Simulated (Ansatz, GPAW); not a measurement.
# Geometry or basis: what sets the conductance of heptane-1,7-dithiol between two Cu chains, part 4 of 5

Aim: the conductance of heptane-1,7-dithiol between two Cu chains after relaxation, and whether geometry, basis or functional moves it most.

GPAW 26.7.0 and Ansatz 0.2.0; Ansatz plane waves; relaxation of the junction with the lead ends held (the session's first sound run).

So far, transmission at the Fermi level (one spin): step 3 (plane waves, PBE) 4.3e-4; step 4 (double-zeta polarised basis, PBE, GPAW) 3.3e-4; step 5 (GPAW, szp: basis = "szp(dzp)", PBE, GPAW) 1.5e-4; step 6 (minimal basis, PBE, GPAW) 1.1e-4; step 7 (RPBE in the dzp basis: xc = "RPBE") 3.3e-4.

### Step 8. Without the relaxation: geometry = "as built"

Level of this step: GPAW LCAO, PAW setups; Landauer transmission from Green's functions with principal layers (ASE), zero bias (GPAW).

The dzp basis with PBE on the structure as first built shows what the relaxation was worth.

run.py reads:

```python
import json
import numpy as np
from ase import Atoms
from ase.transport.calculators import TransportCalculator
from gpaw import GPAW, FermiDirac
from gpaw.lcao.tools import get_lcao_hamiltonian
from scipy.linalg import eigh

# The junction with lead layers at both ends, along the third cell vector
device = Atoms(
    ['Cu', 'Cu', 'Cu', 'Cu', 'Cu', 'Cu', 'S', 'H', 'C', 'H', 'H', 'C', 'H', 'H', 'C', 'H', 'H', 'C', 'H', 'H', 'C', 'H', 'H', 'C', 'H', 'H', 'C', 'H', 'S', 'Cu', 'Cu', 'Cu', 'Cu', 'Cu', 'Cu'],
    positions=[
        [5.40103, 5.97976, 1.15000],
        [5.40103, 5.97976, 3.45000],
        [5.40103, 5.97976, 5.75000],
        [5.40103, 5.97976, 8.05000],
        [5.40103, 5.97976, 10.35000],
        [5.40103, 5.97976, 12.65000],
        [3.55362, 4.92713, 13.55286],
        [4.90900, 3.25782, 14.61588],
        [4.08510, 3.89650, 14.94990],
        [3.25000, 3.25001, 15.23787],
        [5.35113, 5.41734, 15.82650],
        [4.52043, 4.76598, 16.12623],
        [3.69316, 5.41420, 16.44191],
        [5.78995, 3.25246, 17.00334],
        [4.96191, 3.90263, 17.31109],
        [4.13527, 3.25042, 17.61830],
        [6.22848, 5.41658, 18.18864],
        [5.40103, 4.76532, 18.49552],
        [4.57359, 5.41658, 18.80240],
        [6.66678, 3.25041, 19.37273],
        [5.84015, 3.90262, 19.67995],
        [5.01211, 3.25247, 19.98770],
        [7.10892, 5.41419, 20.54913],
        [6.28164, 4.76598, 20.86480],
        [5.45095, 5.41735, 21.16453],
        [7.55206, 3.25000, 21.75317],
        [6.71697, 3.89650, 22.04113],
        [5.89306, 3.25782, 22.37516],
        [7.24844, 4.92713, 23.43818],
        [5.40103, 5.97976, 24.34103],
        [5.40103, 5.97976, 26.64103],
        [5.40103, 5.97976, 28.94103],
        [5.40103, 5.97976, 31.24103],
        [5.40103, 5.97976, 33.54103],
        [5.40103, 5.97976, 35.84103]],
    cell=[[10.80206, 0.0, 0.0], [0.0, 11.95952, 0.0], [0.0, 0.0, 36.99103]],
    pbc=True)

# One principal layer of the lead: the first 3 atoms of the device
lead = Atoms(
    ['Cu', 'Cu', 'Cu'],
    positions=[
        [5.40103, 5.97976, 1.15000],
        [5.40103, 5.97976, 3.45000],
        [5.40103, 5.97976, 5.75000]],
    cell=[[10.80206, 0.0, 0.0], [0.0, 11.95952, 0.0], [0.0, 0.0, 6.9]],
    pbc=True)

settings = dict(mode='lcao', basis='dzp', xc='PBE', h=0.2,
                occupations=FermiDirac(0.1), maxiter=250,
                mixer=dict(beta=0.1, nmaxold=8, weight=100.0),
                convergence=dict(density=0.0001))
energies = np.arange(-2, 2 + 1e-9, 0.025)
eta = 0.0001
n1, n2 = 1, 1
# k and -k transmit alike, so half of the mesh across the current serves
mesh = [(i, j) for i in range(n1) for j in range(n2) if (i, j) <= (-i % n1, -j % n2)]
weights = np.array([1 if (i, j) == (-i % n1, -j % n2) else 2 for i, j in mesh]) / (n1 * n2)


def ground_state(atoms, size, txt):
    atoms.calc = GPAW(kpts={'size': size, 'gamma': True}, symmetry={'tolerance': 1e-3}, txt=txt, **settings)
    atoms.get_potential_energy()
    return atoms.calc.get_fermi_level()


def blocks(atoms, fermi, points, nz, cells):
    """H - E_F S and S between cell 0 and the cells above it, at each point across the current."""
    kz = np.arange(nz) / nz
    calc = atoms.calc.fixed_density(kpts=[(*k, z) for k in points for z in kz], symmetry='off', txt=None)
    H, S = get_lcao_hamiltonian(calc)
    H = (H - fermi * S).reshape(len(H), len(points), nz, *S.shape[1:])
    S = S.reshape(H.shape[1:])
    phases = [np.exp(-2j * np.pi * kz * R) / nz for R in cells]
    return [(np.einsum('skzij,z->ksij', H, p), np.einsum('kzij,z->kij', S, p)) for p in phases]


def pair(a, b):
    return np.block([[a, b], [b.T.conj(), a]])


def count_channels(h, s, cells, nk=240):
    """Half the number of times that the lead's bands cross each energy, unfolded to its shortest repeat."""
    b = len(h) // cells
    bands = []
    for k in (np.arange(nk + 1) + 0.5) / nk:
        hk, sk = h[:b, :b].copy(), s[:b, :b].copy()
        for R in range(1, cells):
            phase, block = np.exp(2j * np.pi * k * R), slice(R * b, (R + 1) * b)
            hk += h[:b, block] * phase + (h[:b, block] * phase).T.conj()
            sk += s[:b, block] * phase + (s[:b, block] * phase).T.conj()
        w, u = eigh(sk)
        x = u[:, w > 1e-5] / w[w > 1e-5]**0.5  # drop near-dependent combinations
        bands.append(np.r_[eigh(x.T.conj() @ hk @ x, eigvals_only=True), [1e9] * (w <= 1e-5).sum()])
    below = np.array(bands)[:, :, None] < energies
    return (below[1:] != below[:-1]).sum((0, 1)) / 2


fermi_lead = ground_state(lead, (1, 1, 16), 'lead.txt')
fermi_device = ground_state(device, (1, 1, 2), 'device.txt')
T, channels, eigen, tail, misfit, shifts = [], [], [], 0.0, 0.0, []
for first in range(0, len(mesh), 90):
    points = [(i / n1, j / n2) for i, j in mesh[first:first + 90]]
    (H0k, S0k), (H1k, S1k), (H2k, _) = blocks(lead, fermi_lead, points, 5, range(3))
    [(Hk, Sk)] = blocks(device, fermi_device, points, 2, [0])
    tail = max(tail, abs(H2k).max())
    for H0, S0, H1, S1, H, S in zip(H0k, S0k, H1k, S1k, Hk, Sk):
        n = len(S0)
        # Shift the lead onto the potential of the device's first layer
        shift = ((H[:, 0, 0] - H0[:, 0, 0]) / S0[0, 0]).real.mean()
        shifts.append(shift)
        misfit = max(misfit, abs(H[:, :n, :n] - H0 - shift * S0).max())
        Tk, Ck, Ek = [], [], []
        for s in range(len(H)):
            t = s % len(H0)  # a lead without moments serves both spins
            h1, s1 = pair(H0[t] + shift * S0, H1[t] + shift * S1), pair(S0, S1)
            leads = dict(h1=h1, s1=s1, energies=energies, eta=eta, eta1=eta, eta2=eta)
            calc = TransportCalculator(h=H[s], s=S, eigenchannels=3, **leads)
            Tk.append(calc.get_transmission())
            Ek.append(np.sort(calc.eigenchannels_ne, axis=0)[::-1])
            Ck.append(count_channels(h1, s1, 6))
        T.append(Tk)
        channels.append(Ck)
        eigen.append(Ek)
T, channels = np.array(T), np.array(channels)
mean, open_channels = np.einsum('kse,k->se', T, weights), np.einsum('kse,k->se', channels, weights)

print(f'basis functions: device {len(S)}, principal layer {n}')
print(f'Fermi level: lead {fermi_lead:.4f} eV, device {fermi_device:.4f} eV; lead shifted by {np.mean(shifts):.4f} eV')
print(f'largest coupling past the next layer {tail:.2e} eV, largest misfit of the first layer {misfit:.3f} eV')
print('  E-E_F (eV)   ' + 'T (one spin)  channels')
for e, t, c in zip(energies, mean.T, open_channels.T):
    print(f'{e:10.3f}  ', *[f'{x:11.4e}' for x in t], *[f'{x:9.4f}' for x in c])

kT = 8.617333e-5 * 300
fine = np.linspace(energies[0], energies[-1], 4001)
both = np.exp(np.interp(fine, energies, np.log(np.maximum(mean.sum(0) * 2 / len(mean), 1e-30))))
fermi = lambda mu: 1 / (1 + np.exp(np.clip((fine - mu) / kT, -200, 200)))
slope = fermi(0) * (1 - fermi(0)) / kT
G = np.trapezoid(both * slope, fine) / 2
seebeck = -np.trapezoid(both * slope * fine, fine) / (2 * G * 300) * 1e6
print(f'conductance at 300 K: {G:.5g} G0 a cell; thermopower {seebeck:.4g} uV/K')
bias = [0.1, 0.2, 0.5, 1.0, 1.5, 2.0]
current = [38.74 * np.trapezoid(both * (fermi(V / 2) - fermi(-V / 2)), fine) for V in bias]
for V, I in zip(bias, current):
    print(f'current from the zero-bias T(E) at {V} V: {I:.5g} uA')
zero = abs(energies).argmin()
json.dump(dict(energies=energies.tolist(), T=mean.tolist(), channels=open_channels.tolist(), G=G, seebeck=seebeck,
               bias=bias, current=current, tail=tail, misfit=misfit, shift=np.mean(shifts), n_device=len(S), n_lead=n,
               fermi=[fermi_lead, fermi_device], energy=device.get_potential_energy(),
               moments=device.get_magnetic_moments().tolist(), mesh=mesh, weights=weights.tolist(),
               T_k=T[:, :, zero].tolist(), eigen=np.array(eigen[0]).tolist()), open('result.json', 'w'))
```

Command:

```sh
OMP_NUM_THREADS=1 OPENBLAS_NUM_THREADS=1 python run.py
```

Numbers of over 12 decimals in the logs are rounded to 6 here.

The program printed:

```text
basis functions: device 367, principal layer 45
Fermi level: lead -3.9762 eV, device -3.7788 eV; lead shifted by 0.0045 eV
largest coupling past the next layer 4.59e-05 eV, largest misfit of the first layer 0.016 eV
  E-E_F (eV)   T (one spin)  [channel counts left out]
    -2.000    8.3355e-07
    -1.975    5.6296e-06
    -1.950    2.8128e-05
[...]
1.975    1.5817e-07
     2.000    1.8651e-07
conductance at 300 K: 0.0004996 G0 a cell; thermopower 149.8 uV/K
current from the zero-bias T(E) at 0.1 V: 0.0043751 uA
current from the zero-bias T(E) at 0.2 V: 0.013024 uA
current from the zero-bias T(E) at 0.5 V: 0.43148 uA
current from the zero-bias T(E) at 1.0 V: 4.9949 uA
current from the zero-bias T(E) at 1.5 V: 5.2134 uA
current from the zero-bias T(E) at 2.0 V: 5.2409 uA
```

Wall time 3.9 min (1 thread of Arm Neoverse N1, shared host); peak memory 1.7 GiB.

Numbers from this step:

```yaml
conductance: 5.00e-4 G₀
largest_coupling_past_the_next_principal_layer: 4.59e-5 eV
largest_misfit_of_the_first_principal_layer: 0.01584 eV
shift_that_aligns_the_lead: 0.004481 eV
transmission_at_the_fermi_level_one_spin: 3.72e-4
```

The conductance, 5.0e-4 G₀, lies 48 % above that of the dzp run.

### Step 9. All levels side by side

Times are wall times on the hardware named with each run. The runs compared:

```
no.       run  conductance (G₀)     time  memory (GiB)
  1    pw PBE           4.32e-4    5.6 h           7.1
  2       dzp           3.37e-4  4.8 min           1.7
  3       szp           1.50e-4  4.8 min           1.7
  4        sz           1.13e-4  3.2 min           1.6
  5  dzp RPBE           3.32e-4  5.1 min           1.7
  6   asbuilt           5.00e-4  3.9 min           1.7
```

### Step 10. The levels side by side

The curves are compared point by point over the common energies.

This step: comparison of transmission and cost over codes, levels and geometry (GPAW 26.7.0).

Ladder, by row:

```
    step    code  T at the Fermi level (sum over the listed spins)  conductance (G0)  r.m.s. T(E) from the first  wall time (s)  peak memory (GiB)  threads
  pw-pbe  Ansatz                                           4.29e-4           4.32e-4                           0          20115              7.104        4
     dzp    GPAW                                           3.32e-4           3.37e-4                     0.01043          289.9               1.69        1
     szp    GPAW                                           1.47e-4           1.50e-4                     0.01273          286.2               1.67        1
      sz    GPAW                                           1.11e-4           1.13e-4                     0.01283            191               1.59        1
dzp-RPBE    GPAW                                           3.27e-4           3.32e-4                     0.01044          303.5               1.69        1
 asbuilt    GPAW                                           3.72e-4           5.00e-4                      0.1161          236.5               1.69        1
```

Table of transmission, zone mean, sum over the listed spins by energy, zero at the Fermi level:

```
energy (eV)   pw-pbe      dzp      szp       sz  dzp-RPBE  asbuilt
     -2.000   1.1e-5   6.7e-6   5.6e-4   2.4e-5    2.6e-6   8.3e-7
     -1.900   9.6e-4   2.0e-4   1.4e-4  0.00557    2.9e-4  0.00428
     -1.800  0.00111   3.6e-4   4.5e-4   1.1e-5    3.5e-4   7.6e-6
     -1.700   0.0470  0.00859   1.6e-4   7.3e-4   0.00837  0.00513
     -1.675   0.0125   0.0277   2.0e-4   6.3e-4    0.0271  0.00489
     -1.650   0.0786  0.00605   2.5e-4  0.00128   0.00594  0.00527
     -1.600  0.00540  0.00352   3.9e-4  0.00811   0.00340   0.0104
     -1.525  0.00714   0.0112   0.0117   1.4e-4    0.0126    0.419
     -1.400   0.0224   0.0177   3.2e-4   3.5e-5    0.0188   1.3e-5
     -1.350   0.0607   0.0665   1.9e-4   4.0e-5    0.0779  0.00108
     -1.325   0.0980  0.00572   2.2e-4   4.4e-5   0.00468    0.147
     -1.200  0.00481  0.00157   4.9e-4  0.00162   0.00166  0.00132
     -1.125  0.00114  0.00355  0.00398  0.00241   0.00295   9.3e-4
     -1.000   7.6e-4   9.3e-4   3.5e-4   5.4e-4    9.2e-4   9.2e-4
     -0.800   0.0116  0.00958  0.00162  0.00154   0.00819  0.00172
     -0.750   0.0253  0.00801  0.00145   3.0e-4   0.00949  0.00232
     -0.600  0.00516  0.00174   4.0e-4   1.4e-4   0.00187  0.00742
     -0.400  0.00109   3.7e-4   1.1e-4   4.6e-5    3.8e-4    0.283
     -0.200  0.00114   4.5e-4   5.3e-4   6.2e-4    5.4e-4   0.0187
      0.000   4.3e-4   3.3e-4   1.5e-4   1.1e-4    3.3e-4   3.7e-4
      0.200   2.0e-4   1.4e-4   6.8e-5   5.4e-5    1.4e-4   4.5e-5
      0.400   9.2e-5   5.5e-5   2.8e-5   2.4e-5    5.5e-5   6.6e-6
      0.600   3.6e-5   1.4e-5   7.8e-6   6.8e-6    1.5e-5   7.8e-7
      0.800   8.1e-6   2.5e-7   2.4e-7   2.4e-7    2.7e-7   2.1e-8
      1.000   1.9e-7   8.5e-6   3.8e-6   2.3e-6    8.6e-6   2.5e-8
      1.200   2.5e-5   4.7e-5   2.3e-5   1.2e-5    4.8e-5   5.5e-8
      1.400   1.7e-4   1.2e-4   6.7e-5   2.9e-5    1.2e-4   3.2e-8
      1.600   3.3e-4   1.7e-4   1.4e-4   5.7e-5    1.6e-4   1.1e-9
      1.800   2.2e-4   1.8e-4   2.2e-4   9.8e-5    1.7e-4   3.1e-8
      2.000   1.6e-4   1.7e-4   2.9e-4   1.7e-4    1.6e-4   1.9e-7
```

[end of part 4 of 5]

[Logs are printed without paths, hosts, clocks, repeated set-up lines and the standing remarks that a program may print on its own settings, such as how far it seeks lower states.]

[Hosts, paths, dates, database ids (printed as entryN), source tags and the programs' standing remarks are cut or masked in the printed files.]
